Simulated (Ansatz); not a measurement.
SrF2: response to strain

Take SrF2 in the fluorite structure (space group Fm-3m, No. 225) as the base.

```xyz
3
Lattice="0.0000 2.9286 2.9286 2.9286 0.0000 2.9286 2.9286 2.9286 0.0000" Properties=species:S:1:pos:R:3 pbc="T T T"
Sr     0.0000     0.0000     0.0000
F      1.4643     1.4643     1.4643
F      4.3930     4.3930     4.3930
```

Cartesian axes are those of the cell as printed.

Strains are applied to the cell and any free atomic positions relax; under biaxial strain the out-of-plane vector relaxes too; under stress the whole cell relaxes.

Method: PBE in Ansatz (plane waves to 420 eV, PAW, without spin-orbit coupling).

Notes on the quantities. pressure: mean of the normal stresses, compression positive; energy relative to the base: free energy F.

```json
[
 {"variant": "base", "electron mass": "0.52 mₑ (at Γ)", "pressure": "0.00 GPa", "space group": "Fm-3m (No. 225)", "smallest direct gap": "6.89 eV", "energy relative to the base": "0 meV/atom"},
 {"variant": "biaxial strain −1.56 %, plane normal [110], relaxed out of plane", "electron mass": "0.51 mₑ (at Γ)", "pressure": "1.24 GPa", "space group": "Immm (No. 71)", "smallest direct gap": "6.93 eV", "energy relative to the base": "+3.0 meV/atom"},
 {"variant": "isotropic strain −4.59 %", "electron mass": "0.51 mₑ (at Γ)", "pressure": "12.60 GPa", "space group": "Fm-3m (No. 225)", "smallest direct gap": "7.67 eV", "energy relative to the base": "+76 meV/atom"},
 {"variant": "isotropic strain −2.58 %", "electron mass": "0.51 mₑ (at Γ)", "pressure": "6.06 GPa", "space group": "Fm-3m (No. 225)", "smallest direct gap": "7.32 eV", "energy relative to the base": "+22 meV/atom"},
 {"variant": "isotropic strain −1.03 %", "electron mass": "0.51 mₑ (at Γ)", "pressure": "2.15 GPa", "space group": "Fm-3m (No. 225)", "smallest direct gap": "7.06 eV", "energy relative to the base": "+3.3 meV/atom"},
 {"variant": "isotropic strain +4.51 %", "electron mass": "0.52 mₑ (at Γ)", "pressure": "…", "space group": "Fm-3m (No. 225)", "smallest direct gap": "6.22 eV", "energy relative to the base": "+53 meV/atom"},
 {"variant": "uniaxial strain ε_zz = +1.91 %", "electron mass": "0.52 mₑ (at Γ)", "pressure": "-1.18 GPa", "space group": "I4/mmm (No. 139)", "smallest direct gap": "6.75 eV", "energy relative to the base": "+2.2 meV/atom"},
 {"variant": "uniaxial strain ε_zz = +3.62 %", "electron mass": "0.52 mₑ (at Γ)", "pressure": "-2.13 GPa", "space group": "I4/mmm (No. 139)", "smallest direct gap": "6.63 eV", "energy relative to the base": "+7.6 meV/atom"},
 {"variant": "uniaxial stress, 8 GPa tension along z", "electron mass": "0.53 mₑ (at Γ)", "pressure": "–", "space group": "I4/mmm (No. 139)", "smallest direct gap": "6.34 eV", "energy relative to the base": "+35 meV/atom"},
 {"variant": "uniaxial stress, 3 GPa tension along z", "electron mass": "0.52 mₑ (at Γ)", "pressure": "–", "space group": "I4/mmm (No. 139)", "smallest direct gap": "…", "energy relative to the base": "+4.9 meV/atom"}
]
```

Problem. What belongs in the blanks?

Solution. 
- isotropic strain +4.51 %, pressure: -6.31 GPa
- uniaxial stress, 3 GPa tension along z, smallest direct gap: 6.72 eV

Effective masses come from finite differences of ±0.01 Å⁻¹. Beyond what the load breaks, stability against distortions was not tested.

Ansatz is a program for electronic structure.
